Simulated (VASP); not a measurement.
# MgTe: relaxation of cell and atoms with LDA

Crystal: MgTe.

```
Mg Te
1.0
     0.00000    3.18326    3.18326
     3.18326    0.00000    3.18326
     3.18326    3.18326    0.00000
Mg Te
1 1
Cartesian
  0.0000 0.0000 0.0000
  1.5916 1.5916 1.5916
```

The cell was built by a generator and needn't be a form met in nature.

```
Program                : VASP 6.6.1
Task                   : relaxation of cell and atoms
Functional             : LDA
Potentials or basis    : VASP PAW LDA potentials, release 64 (Mg, Te)
Cutoff                 : 600 eV
k mesh                 : 8 × 8 × 8
Occupations            : gaussian, width 0.03 eV
Spin                   : no spin polarisation
Further INCAR settings : ALGO = Normal; EDIFF = 1e-07; IBRION = 2; EDIFFG = -0.005; NSW = 90; ISIF = 3
```

```yaml
Pressure_after_relaxing: 0.0 GPa
Band_gap_on_the_k_mesh: 2.41 eV, direct
```

Final structure:
```
CELL_PARAMETERS angstrom
0.00000 3.18326 3.18326
3.18326 0.00000 3.18326
3.18326 3.18326 0.00000
ATOMIC_POSITIONS crystal
Mg 0.00000 0.00000 0.00000
Te 0.25000 0.25000 0.25000
```

Levels at points of the mesh, in eV from the valence-band top:
| k point | band 1 | band 2 | band 3 | band 4 | band 5 | band 6 | band 7 | band 8 |
| --- | --- | --- | --- | --- | --- | --- | --- | --- |
| (0.00, 0.00, 0.00) | -10.40 | 0.00 | 0.00 | 0.00 | 2.41 | 5.43 | 5.43 | 5.43 |
| (0.50, 0.00, 0.00) | -9.75 | -3.42 | -0.44 | -0.44 | 3.17 | 5.46 | 5.46 | 7.24 |
| (0.50, 0.50, 0.00) | -9.52 | -3.22 | -1.27 | -1.27 | 2.64 | 3.43 | 9.72 | 9.72 |

Run time: 23 s on 1 thread of Intel(R) Xeon(R) Platinum 8375C CPU @ 2.90GHz (Ice Lake), with other jobs on the host, peak memory 0.18 GiB.

Caveat: the relaxation stopped at its first step, so nothing moved; spin-orbit coupling is left out, which moves the levels of the heavy elements. As with any semilocal functional, this LDA gap is likely too small.
